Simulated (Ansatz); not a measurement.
# SrTiO$_{3}$ from a semilocal functional to hybrids

Space group Pm-3m (No. 221). a = 3.905 Å, b = 3.905 Å, c = 3.905 Å, α = 90.00°, β = 90.00°, γ = 90.00°
```json
{"atom": "Sr", "site": "1a", "symmetry": "m-3m", "x": "0.0000", "y": "0.0000", "z": "0.0000"}
{"atom": "Ti", "site": "1b", "symmetry": "m-3m", "x": "0.5000", "y": "0.5000", "z": "0.5000"}
{"atom": "O", "site": "3c", "symmetry": "4/mm.m", "x": "0.0000", "y": "0.5000", "z": "0.5000"}
```

All runs: Ansatz, plane waves and PAW, scalar-relativistic (no spin–orbit coupling), 4×4×4 k-mesh, Gaussian smearing of 0.05 eV, no spin polarisation. Semilocal reference PBE: gap 1.87 eV, pressure 4.4 GPa. The hybrids carry no U.

**Question.** How do gap and pressure depend on the exact exchange?

**Answer.** 
```
                                                       functional       gap  pressure (GPa)  cutoff (eV)  core-seconds
   PBE0-type hybrid with an exact-exchange fraction taken as 1/ε∞   3.25 eV             0.5          420            66
                                                            wPBEh   3.30 eV            -1.2          420            36
r2SCAN0-type hybrid with an exact-exchange fraction taken as 1/ε∞   3.74 eV            -2.6          500           110
                                                        PBE0 + D4   4.07 eV            -4.4          420            35
                                                     Hartree-Fock  12.25 eV             0.7          420            47
```

In the PBE0 form the gap grows almost linearly with the exact-exchange fraction, by 0.88 eV for each tenth. wPBEh has the same quarter of exact exchange as PBE0 but screens its long-range part, and its gap is 0.77 eV narrower. The dielectric-dependent PBE0 form takes the fraction 0.160 = 1/ε∞, that is ε∞ = 6.2. On shared hosts the hybrid runs at the reference's cutoff took roughly 13 to 25 times the core time of the semilocal one on the same mesh, with some more bands.

Caveats: core times come from shared hosts and scatter; functionals with much or all of the long-range exchange (Hartree–Fock, LC-wPBE, CAM-B3LYP) overshoot the gaps of most solids, bar the widest; gaps are read on a coarse mesh; stress loosely converged.
